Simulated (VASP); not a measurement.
Runs of VASP 6.6.1 on BAs. Symmetry: F-43m, No. 216, cubic system. Conventional cell: a = 4.777 Å, b = 4.777 Å, c = 4.777 Å, α = 90.00°, β = 90.00°, γ = 90.00°. Around As (site symmetry -43m) lie 4 B at 2.07 Å. B (site symmetry -43m) is surrounded by 4 As at 2.07 Å. 

```csv
task,level,cell,k mesh,cutoff (eV),grid for exact exchange (PRECFOCK),exchange at q = 0,mesh quality,gap on the mesh (eV),pressure (GPa),relaxed volume (Å³/atom)
relaxation of cell and atoms,vdW-DF,relaxed,10 × 10 × 10,600,-,-,not flagged,1.42,0.0,14.47
relaxation of cell and atoms,optB86b-vdW,relaxed,10 × 10 × 10,600,-,-,not flagged,(b),0.0,13.90
relaxation of cell and atoms,optPBE-vdW,relaxed,10 × 10 × 10,600,-,-,not flagged,(a),0.0,14.18
band structure,r2SCANh,as given,5 × 5 × 5,520,Fast,truncated,coarse,1.87,-0.1,-
relaxation of cell and atoms,r2SCANh,relaxed,5 × 5 × 5,600,Fast,default,coarse,(c),-0.1,-
```

Alike in all rows: potentials or basis VASP PAW PBE potentials, release 64 (As, B); no spin polarisation; smearing fermi-dirac 0.05 eV.

Question: Fill in the values left out.

Answer: (a) 1.31; (b) 1.20; (c) 1.88.

Caveats: some runs use coarse meshes; the PAW data sets were made with another functional, which shifts forces and pressure a little; the relaxation stopped at its first step, so nothing moved (some runs); an odd mesh through Γ misses points on the zone boundary, where band edges often lie (some runs).

A k mesh can miss the band edges, and the runs leave out spin-orbit coupling on As.
